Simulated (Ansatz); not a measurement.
# Pd (Im-3m) in Ansatz: notebook

One crystal, Pd, is run at these levels: RPBE, LDA, PBEsol, revPBE, BLYP; tasks: relaxation of cell and atoms.

Program: Ansatz 0.2.0. These are calculated values, not measurements. Logs are shortened: lines on timing, memory, paths and dates and some standing lists are left out, and cuts for length are marked.

### Step 1. Starting point

Symmetry: Im-3m, No. 229, cubic system. Conventional cell: a = 3.145 Å, b = 3.145 Å, c = 3.145 Å, α = 90.00°, β = 90.00°, γ = 90.00°. Around Pd (site symmetry m-3m) lie 8 Pd at 2.72 Å.

This isn't the form of Pd at room conditions, which is fcc.

### Step 2. Relaxation of cell and atoms, RPBE

Input file input.yaml:

```yaml
crystal:
  lattice:
    - [-1.572281, 1.572281, 1.572281]
    - [1.572281, -1.572281, 1.572281]
    - [1.572281, 1.572281, -1.572281]
  atoms:
    - { symbol: Pd, position: [0.0, 0.0, 0.0] }
hamiltonian:
  xc: rpbe
  pseudopotentials: { kind: paw }
kpoints:
  mp_grid: { grid: [12, 12, 12] }
scf:
  occupations: { method: fermi_dirac, width: 0.05 }
output:
  forces: true
  stress: true
  eigenvalues: true
relax:
  f_tol: 0.01
  max_steps: 40
  cell: { stress_tol: 0.05 }
```

Potentials or basis: Ansatz PAW.

On the command line:

```sh
$ ansatz run input.yaml --threads 2 --pin off --max-ram 5632MiB --backend cpu --events-out ev --progress --plain --runs-dir out
```

What it wrote:

```text
Warning: RAYON_NUM_THREADS=2 ignored (pool sized by the plan → 2); use --threads N
Engine: ansatz 0.2.0, aarch64-unknown-linux-gnu
Pseudopotentials: kind: paw
Pseudopotential: Pd, paw, valence charge 18, recommended cutoff 420 eV (normal), Pd.paw.azcp
Functional definition: RPBE
  parameter kappa = 0.804
  parameter beta = 0.06672455060314922
  exchange = rpbe_x(kappa = kappa, mu = beta*pi^2/3)
  correlation = pbe_c(beta = beta)
Crystal: 1 atoms, lattice volume = 15.547 Å³
Basis set: ecut = 420 eV, 321 PW (Γ), exchange–correlation on 40×40×40 points (8 copies of the dense FFT grid, shifted against one another)
Bands: 13, of which v1, the nominal top of the filled ones, is band 9 counted from 1 (8 counted from 0)
Symmetry: 48 space group operations
Space group: Im-3m (ITA 229), of the structure as read, at distance tolerance 2.5e-5 Å
k-points: 72 of 1728
Non-local potential: Pd, projectors of the file, l = 0: 2, l = 1: 2, l = 2: 2, l = 3: 1
PAW form: soft (Blöchl's): semilocal exchange-correlation on the pseudo side does not see the compensation charge
PAW frozen core: Pd, regenerated for the run's functional, and the local potential with it (the file was generated under x = pbe(κ = 0.804, μ = 0.2195149727645171), c = pbe(β = 0.06672455060314922))
PAW one-centre angular grid: Pd, 590 points (default); XC on 64 Gauss nodes
Initial density: superposition of atomic densities (neutral atoms: chi_scale 0, normalization atom), corrected by the library's trained network
Initial wavefunctions: pseudopotential atomic-orbital guess
Functional: x = rpbe, c = pbe(β = 0.06672455060314922)
SCF iter   1: F=—  HF=-6980.538524 eV  |F-HF|=—  |Δ(HF+E_count)|=         —  Δρ=9.38e-3  dr2=1.06e-2  ethr=1.77e-3  ⟨swp⟩=5.3  Hψ=5339  notcnv=0
preconditioner: auto → none  [metal: Δε(μ)=0.009 eV  Ē_g=13.732 eV  σ=0.050 eV  W_gap=0.05  n_scr=0 (ndim 8)  ℏωp=29.8 eV  f_vac=0.000  D(μ)=1.27/eV (n_scr^D=12)]
SCF iter   2: F=—  HF=-6980.536688 eV  |F-HF|=—  |Δ(HF+E_count)|=   1.84e-3  Δρ=4.73e-3  dr2=2.38e-3  ethr=5.90e-5  ⟨swp⟩=2.6  Hψ=2229  notcnv=0
SCF iter   3: F=—  HF=-6980.536040 eV  |F-HF|=—  |Δ(HF+E_count)|=   6.48e-4  Δρ=1.66e-3  dr2=8.47e-5  ethr=1.32e-5  ⟨swp⟩=2.1  Hψ=1306  notcnv=0
SCF iter   4: F=—  HF=-6980.536104 eV  |F-HF|=—  |Δ(HF+E_count)|=   6.33e-5  Δρ=1.36e-4  dr2=5.40e-7  ethr=4.71e-7  ⟨swp⟩=2.3  Hψ=1308  notcnv=0
iter 5 did not close the SCF: its close was put off for the readings that it lacked (scf_convergence_deferred on its scf_iter line)
SCF iter   5: F=-6980.536105 eV  HF=-6980.536105 eV  |F-HF|=4.91e-9  |Δ(HF+E_count)|=   1.41e-6  Δρ=1.18e-5  dr2=9.22e-9  ethr=3.00e-9  ⟨swp⟩=2.0  Hψ=1485  notcnv=0
SCF iter   6: F=-6980.536105 eV  HF=-6980.536105 eV  |F-HF|=1.64e-11  |Δ(HF+E_count)|=   6.68e-9  Δρ=6.90e-7  dr2=2.13e-11  ethr=5.12e-11  ⟨swp⟩=2.0  Hψ=2934  notcnv=0
SCF 1 converged in 6 iterations: F = -6980.536105 eV  dr2 = 2.13e-11
relax step   1: F+E_penalty+E_count = -6980.53610513 eV  Δ(F+E_penalty+E_count) = +0.000e0 eV  max|allowed force component| = 0.000e0 eV/Å  Δτ_max = 0.0000 Å  P = +3.343 GPa  Ω = 15.547 Å³  (6 SCF iters, dr2 threshold 1.00e-7 eV, accepted)
Crystal: 1 atoms, lattice volume = 16.119 Å³
Initial density: handed on by an earlier stage of this run
Initial wavefunctions: those handed on with the density
iter 1 solved again at ethr=9.57e-6 eV; its pass at ethr=3.10e-3 eV (dr2=1.72e-3 eV) is discarded
SCF iter   1: F=—  HF=-6980.538317 eV  |F-HF|=—  |Δ(HF+E_count)|=         —  Δρ=3.71e-3  dr2=2.12e-3  ethr=9.57e-6  ⟨swp⟩=1.3  Hψ=6407  notcnv=0
preconditioner: auto → none  [metal: Δε(μ)=0.058 eV  Ē_g=13.383 eV  σ=0.050 eV  W_gap=0.27  n_scr=0 (ndim 8)  ℏωp=29.2 eV  f_vac=0.000  D(μ)=1.35/eV (n_scr^D=12)]
SCF iter   2: F=—  HF=-6980.538040 eV  |F-HF|=—  |Δ(HF+E_count)|=   2.77e-4  Δρ=2.33e-3  dr2=4.49e-4  ethr=9.57e-6  ⟨swp⟩=2.0  Hψ=1293  notcnv=0
SCF iter   3: F=—  HF=-6980.537934 eV  |F-HF|=—  |Δ(HF+E_count)|=   1.05e-4  Δρ=8.60e-4  dr2=6.34e-5  ethr=2.49e-6  ⟨swp⟩=2.2  Hψ=1311  notcnv=0
SCF iter   4: F=—  HF=-6980.537938 eV  |F-HF|=—  |Δ(HF+E_count)|=   3.65e-6  Δρ=1.63e-4  dr2=2.21e-6  ethr=3.52e-7  ⟨swp⟩=1.0  Hψ=936  notcnv=0
SCF iter   5: F=-6980.537939 eV  HF=-6980.537939 eV  |F-HF|=1.23e-8  |Δ(HF+E_count)|=   6.52e-7  Δρ=1.75e-5  dr2=1.83e-8  ethr=5.56e-10  ⟨swp⟩=2.0  Hψ=3460  notcnv=0
SCF 2 converged in 5 iterations: F = -6980.537939 eV  dr2 = 1.83e-8
relax step   2: F+E_penalty+E_count = -6980.53793878 eV  Δ(F+E_penalty+E_count) = -1.834e-3 eV  max|allowed force component| = 0.000e0 eV/Å  Δτ_max = 0.0000 Å  P = -1.964 GPa  Ω = 16.119 Å³  energy of the carried Pulay correction = -2.544e-4 eV  (5 SCF iters, dr2 threshold 1.00e-7 eV, accepted)
Crystal: 1 atoms, lattice volume = 15.903 Å³
iter 1 solved again at ethr=1.44e-6 eV; its pass at ethr=3.10e-3 eV (dr2=2.59e-4 eV) is discarded
SCF iter   1: F=—  HF=-6980.539505 eV  |F-HF|=—  |Δ(HF+E_count)|=         —  Δρ=1.40e-3  dr2=2.99e-4  ethr=1.44e-6  ⟨swp⟩=2.1  Hψ=6378  notcnv=0
preconditioner: auto → none  [metal: Δε(μ)=0.074 eV  Ē_g=13.494 eV  σ=0.050 eV  W_gap=0.33  n_scr=0 (ndim 8)  ℏωp=29.4 eV  f_vac=0.000  D(μ)=1.31/eV (n_scr^D=12)]
SCF iter   2: F=—  HF=-6980.539466 eV  |F-HF|=—  |Δ(HF+E_count)|=   3.94e-5  Δρ=8.68e-4  dr2=6.18e-5  ethr=1.44e-6  ⟨swp⟩=2.0  Hψ=1291  notcnv=0
SCF iter   3: F=—  HF=-6980.539448 eV  |F-HF|=—  |Δ(HF+E_count)|=   1.73e-5  Δρ=3.17e-4  dr2=8.25e-6  ethr=3.43e-7  ⟨swp⟩=2.2  Hψ=1325  notcnv=0
SCF iter   4: F=—  HF=-6980.539449 eV  |F-HF|=—  |Δ(HF+E_count)|=   3.49e-7  Δρ=5.50e-5  dr2=2.36e-7  ethr=4.59e-8  ⟨swp⟩=1.0  Hψ=936  notcnv=0
SCF iter   5: F=-6980.539449 eV  HF=-6980.539449 eV  |F-HF|=1.27e-9  |Δ(HF+E_count)|=   6.99e-8  Δρ=5.44e-6  dr2=1.69e-9  ethr=5.56e-10  ⟨swp⟩=3.8  Hψ=2598  notcnv=0
SCF 3 converged in 5 iterations: F = -6980.539449 eV  dr2 = 1.69e-9
relax step   3: F+E_penalty+E_count = -6980.53944867 eV  Δ(F+E_penalty+E_count) = -1.510e-3 eV  max|allowed force component| = 0.000e0 eV/Å  Δτ_max = 0.0000 Å  P = -0.101 GPa  Ω = 15.903 Å³  energy of the carried Pulay correction = -1.592e-4 eV  (5 SCF iters, dr2 threshold 1.00e-7 eV, accepted)
Crystal: 1 atoms, lattice volume = 15.891 Å³
iter 1 solved again at ethr=3.89e-9 eV; its pass at ethr=3.10e-3 eV (dr2=7.00e-7 eV) is discarded
SCF iter   1: F=—  HF=-6980.539458 eV  |F-HF|=—  |Δ(HF+E_count)|=         —  Δρ=7.62e-5  dr2=8.60e-7  ethr=3.89e-9  ⟨swp⟩=2.2  Hψ=6181  notcnv=0
preconditioner: auto → none  [metal: Δε(μ)=0.071 eV  Ē_g=13.507 eV  σ=0.050 eV  W_gap=0.32  n_scr=0 (ndim 8)  ℏωp=29.5 eV  f_vac=0.000  D(μ)=1.31/eV (n_scr^D=12)]
SCF iter   2: F=—  HF=-6980.539457 eV  |F-HF|=—  |Δ(HF+E_count)|=   4.66e-7  Δρ=4.75e-5  dr2=1.75e-7  ethr=3.89e-9  ⟨swp⟩=2.0  Hψ=1292  notcnv=0
SCF iter   3: F=—  HF=-6980.539457 eV  |F-HF|=—  |Δ(HF+E_count)|=   3.68e-8  Δρ=1.80e-5  dr2=2.78e-8  ethr=9.71e-10  ⟨swp⟩=2.3  Hψ=1355  notcnv=0
SCF iter   4: F=-6980.539457 eV  HF=-6980.539457 eV  |F-HF|=2.36e-10  |Δ(HF+E_count)|=   2.74e-9  Δρ=4.11e-6  dr2=1.38e-9  ethr=1.43e-10  ⟨swp⟩=3.0  Hψ=2528  notcnv=0
SCF 4 converged in 4 iterations: F = -6980.539457 eV  dr2 = 1.38e-9
relax step   4: F+E_penalty+E_count = -6980.53945726 eV  Δ(F+E_penalty+E_count) = -8.586e-6 eV  max|allowed force component| = 0.000e0 eV/Å  Δτ_max = 0.0000 Å  P = +0.001 GPa  Ω = 15.891 Å³  energy of the carried Pulay correction = -1.542e-4 eV  (4 SCF iters, dr2 threshold 2.57e-8 eV, accepted)
Initial wavefunctions: pseudopotential atomic-orbital guess (no wavefunctions were taken with the density)
iter 1 solved again at ethr=5.02e-9 eV; its pass at ethr=3.10e-3 eV (dr2=9.03e-7 eV) is discarded
SCF iter   1: F=—  HF=-6980.539589 eV  |F-HF|=—  |Δ(HF+E_count)|=         —  Δρ=5.25e-5  dr2=7.86e-8  ethr=5.02e-9  ⟨swp⟩=3.0  Hψ=7842  notcnv=0
SCF iter   2: F=—  HF=-6980.539588 eV  |F-HF|=—  |Δ(HF+E_count)|=   3.54e-7  Δρ=2.60e-5  dr2=2.72e-8  ethr=4.37e-10  ⟨swp⟩=2.0  Hψ=1509  notcnv=0
SCF iter   3: F=—  HF=-6980.539588 eV  |F-HF|=—  |Δ(HF+E_count)|=   1.33e-8  Δρ=1.22e-5  dr2=1.73e-8  ethr=1.51e-10  ⟨swp⟩=2.0  Hψ=1293  notcnv=0
SCF iter   4: F=—  HF=-6980.539588 eV  |F-HF|=—  |Δ(HF+E_count)|=   2.89e-9  Δρ=1.89e-6  dr2=1.84e-10  ethr=9.60e-11  ⟨swp⟩=2.3  Hψ=1375  notcnv=0
SCF iter   5: F=-6980.539588 eV  HF=-6980.539588 eV  |F-HF|=0.00e0  |Δ(HF+E_count)|=  2.34e-10  Δρ=4.70e-8  dr2=6.17e-14  ethr=1.00e-12  ⟨swp⟩=3.2  Hψ=4150  notcnv=0
SCF 5 converged in 5 iterations: F = -6980.539588 eV  dr2 = 6.17e-14
relax step   5: F+E_penalty+E_count = -6980.53958828 eV  Δ(F+E_penalty+E_count) = -1.310e-4 eV  max|allowed force component| = 0.000e0 eV/Å  Δτ_max = 0.0000 Å  P = -0.016 GPa  Ω = 15.891 Å³  stress off target by 1.64e-2 GPa  SCF on the basis re-selected at this cell (its energy is not comparable with the rows above)  (5 SCF iters)
basis re-selected at this cell: Δ(F+E_penalty+E_count) = -1.310e-4 eV, ΔP = -0.017 GPa vs the last step (what re-selecting the basis moved, of the pressure what is left beyond the Pulay correction that the steps carried, after the strain that the cell walked since its last selection, with what the two solves' SCF thresholds leave and, on support functions, any second-order correction that the steps lacked; it is no measure of the basis error at this ecutwfc). This SCF's stress stands 1.64e-2 GPa from its target on what of the cell is left free (relax.cell.stress_tol is 5.00e-2 GPa) and its largest allowed force component is 0.00e0 eV/Å (relax.f_tol is 1.00e-2 eV/Å): within both
SCF converged after 5 iterations
Free energy (F): -6980.539588 eV
Harris-Foulkes:  -6980.539588 eV  (|F-HF|=0.00e0)
Internal energy: -6980.528647 eV  (E = F + TS)
E sigma→0 (E₀):  -6980.534117 eV
Entropy (-TS):   -0.010942 eV (-10.942 meV/atom)
Fermi energy:    18.004340 eV
--- Per-component energies (eV) ---
  E_band       = -163.689180
  E_kinetic    = 513.025488
  E_local      = -1853.794896  (includes V_loc(G=0)·N_el)
  E_nonlocal   = 216.614182
  E_hartree    = 750.234790
  E_xc         = -168.401878
  E_vxc        = -210.883321  (∫ρ·V_xc dr)
  E_paw        = -3758.026954  (= ΣΔE_a)
  E_vpaw       = -329.120417  (= ΣTr[D̂ρ^β])
  E_aug_tail   = 0.000206  (compensation charges beyond the density's cutoff)
  E_ewald      = -2680.070744
  E_core_change = -0.108841  (= ΣΔE_core)
  E_smearing   = -0.010942  (= −TS)
  E_closure    = -0.000000  (closes the sum)
  Σ components = -6980.539588   (vs F -6980.539588, Δ=0.00e0)
--- Forces (eV/Å), atoms counted from 1 ---
  atom   1  Pd    -0.00000000     0.00000000    -0.00000000
  max |Σ_I F_I| component: 8.22e-33 eV/Å
--- Stress (GPa, compression-positive) ---
       -0.016376      -0.000000       0.000000
       -0.000000      -0.016376       0.000000
        0.000000       0.000000      -0.016376
  P = ⅓ Tr σ = -0.0164 GPa (-0.164 kbar)
--- Band table (eV; the first three rows and the last of 72) ---
  k-point 0: bands = ["-65.8511", "-31.4055", "-31.4055", "-31.4055", "11.4748", "15.3828", "15.3828", "15.3828", "17.1541", "17.1541", "37.0549", "37.0549", "37.0549"]
  k-point 1: bands = ["-65.8482", "-31.4273", "-31.4131", "-31.4054", "11.7239", "15.3038", "15.3866", "15.5524", "17.0655", "17.1601", "36.8190", "37.0617", "37.3324"]
  k-point 2: bands = ["-65.8405", "-31.4868", "-31.4339", "-31.4050", "12.4033", "15.0942", "15.4032", "16.0379", "16.9079", "17.1819", "35.5366", "36.6422", "38.0955"]
  k-point 71: bands = ["-65.7756", "-31.6443", "-31.6443", "-31.6443", "13.3581", "13.3581", "18.1999", "18.1999", "18.1999", "27.0359", "27.0359", "27.0359", "34.5078"]
--- Relaxed structure (4 steps of the walk, 4 accepted, 1 SCFs on fresh bases) ---
  F+E_penalty+E_count = -6980.53958828 eV   max|allowed force component| = 0.000e0 eV/Å   (the final SCF, on the basis selected at the relaxed cell)
  cell:  # Å, volume = 15.8914 Å³
    - [-1.5838005025002562, 1.5838005025002562, 1.5838005025002562]
    - [1.5838005025002562, -1.5838005025002562, 1.5838005025002562]
    - [1.5838005025002562, 1.5838005025002562, -1.5838005025002562]
  atoms:
    - { symbol: Pd, position: [0.0, 0.0, 0.0] }
```

It took 2.3 s on 2 threads of Arm Neoverse V2, shared host; peak memory 0.27 GiB.

Results:

```
Free energy                            : -6980.5396 eV
Relaxed volume                         : 15.89 Å³/atom
Relaxed cell                           : a = 2.743 Å, b = 2.743 Å, c = 2.743 Å, α = 109.47°, β = 109.47°, γ = 109.47°
Space group after relaxing (to 0.05 Å) : Im-3m (No. 229)
Energy gained by relaxing              : 3.5 meV/atom
Ionic steps                            : 5
Pressure after relaxing                : 0.0 GPa
Band gap on the k mesh                 : none (metal or under the smearing width)
```

Step by step:
```tsv
step	energy change (eV)	largest force (eV/Å)	volume (Å³)
1	0.0000	0.0000	15.55
2	-0.0018	0.0000	16.12
3	-0.0033	0.0000	15.90
4	-0.0034	0.0000	15.89
5	-0.0035	0.0000	15.89
```

Final structure:
```
Pd
1.0
    -1.58380    1.58380    1.58380
     1.58380   -1.58380    1.58380
     1.58380    1.58380   -1.58380
Pd
1
Direct
  0.00000 0.00000 0.00000
```

Caveat: the plane-wave basis is chosen anew once the cell has moved, so the energies of steps on either side of that aren't comparable; the PAW data sets come from PBE, with cores solved anew for the run's functional, which leaves a small shift of forces and pressure.

### Step 3. Relaxation of cell and atoms, LDA

input.yaml: that of step 2 with these lines changed.

```diff
@@ -8,3 +8,3 @@
 hamiltonian:
-  xc: rpbe
+  xc: lda
   pseudopotentials: { kind: paw }
@@ -18,2 +18,6 @@
   eigenvalues: true
+  write_density: true
+  write_potential: true
+  elf: true
+  volumetric_format: npy
 relax:
```

Potentials or basis: Ansatz PAW.

On the command line:

```sh
$ ansatz run input.yaml --threads 2 --pin off --max-ram 5632MiB --backend cpu --events-out ev --progress --plain --runs-dir out
```

What it wrote:

```text
Warning: RAYON_NUM_THREADS=2 ignored (pool sized by the plan → 2); use --threads N
Engine: ansatz 0.2.0, aarch64-unknown-linux-gnu
Pseudopotentials: kind: paw
Pseudopotential: Pd, paw, valence charge 18, recommended cutoff 420 eV (normal), Pd.paw.azcp
Functional definition: SPW92
  exchange = slater_x
  correlation = pw_c
Crystal: 1 atoms, lattice volume = 15.547 Å³
Basis set: ecut = 420 eV, 321 PW (Γ)
Bands: 13, of which v1, the nominal top of the filled ones, is band 9 counted from 1 (8 counted from 0)
Symmetry: 48 space group operations
Space group: Im-3m (ITA 229), of the structure as read, at distance tolerance 2.5e-5 Å
k-points: 72 of 1728
Non-local potential: Pd, projectors of the file, l = 0: 2, l = 1: 2, l = 2: 2, l = 3: 1
[... 89 lines left out ...]
  E_aug_tail   = 0.000182  (compensation charges beyond the density's cutoff)
  E_ewald      = -2779.335732
  E_core_change = 0.680734  (= ΣΔE_core)
  E_smearing   = -0.008817  (= −TS)
  E_closure    = -0.000000  (closes the sum)
  Σ components = -6844.533915   (vs F -6844.533915, Δ=0.00e0)
--- Forces (eV/Å), atoms counted from 1 ---
  atom   1  Pd     0.00000000    -0.00000000    -0.00000000
  max |Σ_I F_I| component: 2.55e-31 eV/Å
--- Stress (GPa, compression-positive) ---
        0.022287       0.000000       0.000000
        0.000000       0.022287      -0.000000
        0.000000      -0.000000       0.022287
  P = ⅓ Tr σ = 0.0223 GPa (0.223 kbar)
--- Band table (eV; the first three rows and the last of 72) ---
  k-point 0: bands = ["-63.6577", "-29.1775", "-29.1775", "-29.1775", "12.8704", "17.2357", "17.2357", "17.2357", "19.3860", "19.3860", "39.5822", "39.5822", "39.5822"]
  k-point 1: bands = ["-63.6530", "-29.2106", "-29.1888", "-29.1774", "13.1448", "17.1395", "17.2382", "17.4373", "19.2743", "19.3933", "39.5017", "39.6378", "39.9331"]
  k-point 2: bands = ["-63.6400", "-29.3002", "-29.2195", "-29.1771", "13.8866", "16.8852", "17.2491", "18.0159", "19.0780", "19.4203", "38.5963", "39.3473", "40.8978"]
  k-point 71: bands = ["-63.5328", "-29.5311", "-29.5311", "-29.5311", "14.8191", "14.8191", "20.6389", "20.6389", "20.6389", "29.6427", "29.6427", "29.6427", "38.3456"]
--- Relaxed structure (5 steps of the walk, 5 accepted, 1 SCFs on fresh bases) ---
  F+E_penalty+E_count = -6844.53391479 eV   max|allowed force component| = 0.000e0 eV/Å   (the final SCF, on the basis selected at the relaxed cell)
  cell:  # Å, volume = 14.2488 Å³
    - [-1.5272344906088384, 1.5272344906088384, 1.5272344906088384]
    - [1.5272344906088384, -1.5272344906088384, 1.5272344906088384]
    - [1.5272344906088384, 1.5272344906088384, -1.5272344906088384]
  atoms:
    - { symbol: Pd, position: [0.0, 0.0, 0.0] }
```

Wall time 3.2 s (2 threads of Arm Neoverse V2, shared host); peak memory 0.27 GiB.

What came out:

| Quantity | Value |
| --- | --- |
| Free energy | -6844.5339 eV |
| Relaxed volume | 14.25 Å³/atom |
| Relaxed cell | a = 2.645 Å, b = 2.645 Å, c = 2.645 Å, α = 109.47°, β = 109.47°, γ = 109.47° |
| Space group after relaxing (to 0.05 Å) | Im-3m (No. 229) |
| Energy gained by relaxing | 67.9 meV/atom |
| Ionic steps | 6 |
| Pressure after relaxing | 0.0 GPa |
| Band gap on the k mesh | none (metal or under the smearing width) |

Step by step:
```csv
step,energy change (eV),largest force (eV/Å),volume (Å³)
1,0.0000,0.0000,15.55
2,-0.0228,0.0000,13.34
3,-0.0666,0.0000,14.43
4,-0.0682,0.0000,14.25
5,-0.0682,0.0000,14.25
6,-0.0679,0.0000,14.25
```

Final structure:
```
Pd
1.0
    -1.52723    1.52723    1.52723
     1.52723   -1.52723    1.52723
     1.52723    1.52723   -1.52723
Pd
1
Direct
  0.00000 0.00000 0.00000
```

Levels at points of the mesh, in eV from the Fermi level:
```csv
k point,band 6,band 7,band 8,band 9,band 10,band 11,band 12,band 13
"(0.00, 0.00, 0.00)",-3.12,-3.12,-3.12,-0.97,-0.97,19.22,19.22,19.22
"(0.00, 0.00, -0.50)",-4.41,-1.06,-0.71,0.70,1.29,8.19,15.12,18.01
"(-0.50, -0.50, -0.50)",-5.54,0.28,0.28,0.28,9.28,9.28,9.28,17.99
```

Caveat: the plane-wave basis is chosen anew once the cell has moved, so the energies of steps on either side of that aren't comparable; the PAW data sets come from PBE, with cores solved anew for the run's functional, which leaves a small shift of forces and pressure.

(Part 1 of 2 ends here.)
